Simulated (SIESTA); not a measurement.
Crystal: ZnSe (Stilleite).

```
Se Zn
1.0
     0.00000    2.83380    2.83380
     2.83380    0.00000    2.83380
     2.83380    2.83380    0.00000
Se Zn
1 1
Cartesian
  4.2507 4.2507 4.2507
  0.0000 0.0000 0.0000
```

Base run:

- Program: SIESTA 5.4.2
- Functional: PBE
- Potentials or basis: PseudoDojo 0.4 standard (PBE files)
- Basis: DZP (energy shift 0.003 Ry; two zetas on semicore shells)
- Grid cutoff: 800 Ry
- Energy shift: 0.003 Ry
- k mesh: 8 × 8 × 8
- Occupations: fermi-dirac, width 0.05 eV
- Spin: no spin polarisation

Its results: band gap on the k mesh 1.59 eV, direct; pressure 2.4 GPa.

Problem. The run is repeated on the same cell with these changes: functional from PBE to LDA; potentials or basis from PseudoDojo 0.4 standard (PBE files) to PseudoDojo 0.4 standard (LDA files). What comes out?

Solution. Band gap on the k mesh 1.34 eV, direct; pressure -3.0 GPa.

Caveats: short orbitals over semicore shells can move pressures by several GPa; the valence orbitals were made in a potential fitted to the semicore shell under them, which widens gaps by tenths of an eV or more; the basis of atomic orbitals isn't converged, which shifts pressures, moduli and gaps; the basis holds too few empty states to meet the f-sum rule, so the spectrum is short of weight at high energy (some runs).

Not every run made on this cell is shown here.
